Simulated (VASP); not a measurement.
MoS2, a slab with vacuum:

```xyz
9
Lattice="3.1840 0.0000 0.0000 -1.5920 2.7574 0.0000 0.0000 0.0000 28.3873" Properties=species:S:1:pos:R:3 pbc="T T T"
Mo    0.0000    1.8383    6.4770
Mo    0.0000    1.8383   21.9103
Mo    1.5920    0.9191    0.0000
S     1.5920    0.9191    4.9250
S     1.5920    0.9191   20.3590
S     0.0000    1.8383   26.8355
S     1.5920    0.9191    8.0283
S     1.5920    0.9191   23.4623
S     0.0000    1.8383    1.5518
```

```yaml
Program: VASP 6.6.1
Task: single point
Functional: PBE
Potentials_or_basis: VASP PAW PBE potentials, release 64 (Mo_sv, S)
Cutoff: 520 eV
k_mesh: 10 × 10 × 1
Occupations: fermi-dirac, width 0.05 eV
Spin: no spin polarisation
```

On this cell: largest force 0.204 eV/Å; band gap on the k mesh 1.32 eV, indirect (least direct gap 1.88 eV).

The same run follows on a disturbed copy (atoms moved at random, drawn with an rms of 0.05 Å):

```xyz
9
Lattice="3.1840 0.0000 0.0000 -1.5920 2.7574 0.0000 0.0000 0.0000 28.3873" Properties=species:S:1:pos:R:3 pbc="T T T"
Mo    0.0401    1.8329    6.4908
Mo   -0.0404    1.8799   21.9250
Mo    1.5917    0.9154    0.0477
S     1.5911    0.9449    4.9364
S     1.5951    0.9394   20.3407
S    -0.0023    1.8577   26.8243
S     1.5635    0.8950    8.0197
S     1.6217    0.9281   23.5009
S     0.0199    1.8581    1.4932
```

Task: What changes?

Result: The energy moves by +25.2 meV/atom; largest force 2.684 eV/Å; band gap on the k mesh 1.07 eV, indirect (least direct gap 1.73 eV).

Forces in eV/Å, atoms in the order of the input:
```
Mo  -1.124  0.120 -0.407
Mo   1.056 -0.500 -0.170
Mo   0.233  0.500 -2.627
S    0.435 -0.279 -0.196
S   -0.420  0.208  0.355
S    0.005 -0.204  0.571
S    0.689  0.159  0.649
S   -0.637  0.291 -0.244
S   -0.238 -0.295  2.069
```

A k mesh can miss the band edges.
